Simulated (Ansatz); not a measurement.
**NaH: a single-point run**

Aim: a sound single-point run of NaH. The structure is shown as the input types it.

Computed with Ansatz 0.2.0 (density functional or hybrid calculation with the settings of its input, plane waves (as first typed), unless a step's input says otherwise).

5 further runs of the same task are left out: 5 that didn't finish.

## 1. The structure to begin with

The structure is cubic, space group Fm-3m (No. 225). Conventional cell: a = 4.795 Å, b = 4.795 Å, c = 4.795 Å, α = 90.00°, β = 90.00°, γ = 90.00°. Na (site symmetry m-3m) is surrounded by 6 H at 2.40 Å. H (site symmetry m-3m) is surrounded by 6 Na at 2.40 Å.

As a file:

```cif
data_structure
_symmetry_space_group_name_H-M 'Fm-3m'
_symmetry_Int_Tables_number 225
_cell_length_a 4.7950
_cell_length_b 4.7950
_cell_length_c 4.7950
_cell_angle_alpha 90.000
_cell_angle_beta 90.000
_cell_angle_gamma 90.000
_cell_volume 110.25
loop_
_atom_site_label
_atom_site_type_symbol
_atom_site_symmetry_multiplicity
_atom_site_Wyckoff_symbol
_atom_site_fract_x
_atom_site_fract_y
_atom_site_fract_z
_atom_site_occupancy
Na1 Na 4 a 0.00000 0.00000 0.00000 1
H1 H 4 b 0.50000 0.00000 0.00000 1
```

## 2. Running it

File input.yaml:

```yaml
crystal:
  lattice:
    - [0.0, 2.3975116427, 2.3975116427]
    - [2.3975116427, 0.0, 2.3975116427]
    - [2.3975116427, 2.3975116427, 0.0]
  atoms:
    - { symbol: Na, position: [0.0, 0.0, 0.0] }
    - { symbol: H, position: [0.5, 0.5, 0.5] }
kpoints:
  mp_grid: { grid: [6, 6, 6] }
hamiltonian:
  xc: pbe
scf:
  occupations: { method: fixed }
  n_extra_bands: 4
  convergence: { dr2_threshold: 0.01 }
  max_iter: 83
output:
  forces: true
  stress: true
  eigenvalues: true
```

Command:

```
$ ansatz run input.yaml --threads 4 --pin off --max-ram 3686MiB --backend cpu --events-out ev --progress --plain --runs-dir out
```

Q: Will this input give a usable result? If not, why, and what should change?

This run ends as converged, with warnings (force scf threshold loose, stress scf threshold loose). Its log warns: «scf.convergence.dr2_threshold = 1e-2 eV is looser than this run's default, which is 1e-7 eV or tighter. The error in the forces grows as the threshold's square root ...»

The threshold asked is loose, but the program put off the close and ended at dr2 = 1.8e-9, so little accuracy was lost here.

Run again and compare: delete scf.convergence.dr2_threshold (the default then holds).
